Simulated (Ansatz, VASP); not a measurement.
**One calculation of Si, two programs**

```
CELL_PARAMETERS angstrom
0.00000 2.72185 2.72185
2.72185 0.00000 2.72185
2.72185 2.72185 0.00000
ATOMIC_POSITIONS crystal
Si 0.50000 0.50000 0.50000
Si 0.75000 0.75000 0.75000
```

Alike in both runs: functional PBEsol; k mesh 8 × 8 × 8; occupations fermi-dirac, width 0.05 eV; no spin polarisation.

|  | VASP | Ansatz |
| --- | --- | --- |
| version | VASP 6.6.1 | Ansatz 0.2.0 |
| potentials or method | VASP PAW PBE potentials, release 64 (Si) | Ansatz PAW |
| plane-wave cutoff (eV) | 520 | 420 |
| valence electrons in the cell | 8 | 8 |
| task | single point | band structure |

Ansatz gave:

```
gap on the k mesh at the Fermi level (eV) : 0.52
least direct gap on the mesh (eV)         : 2.52
pressure (GPa)                            : -0.5
```

**Question.** What did VASP give for the same quantities?

**Answer.** gap on the k mesh at the Fermi level (eV): 0.51; least direct gap on the mesh (eV): 2.51; pressure (GPa): -0.4.

Caveats: the PAW data sets were made with another functional, which shifts forces and pressure a little (VASP); the PAW data sets come from PBE, with cores solved anew for the run's functional, which leaves a small shift of forces and pressure (Ansatz). As with any semilocal functional, this PBEsol gap is likely too small. A k mesh can miss the band edges.
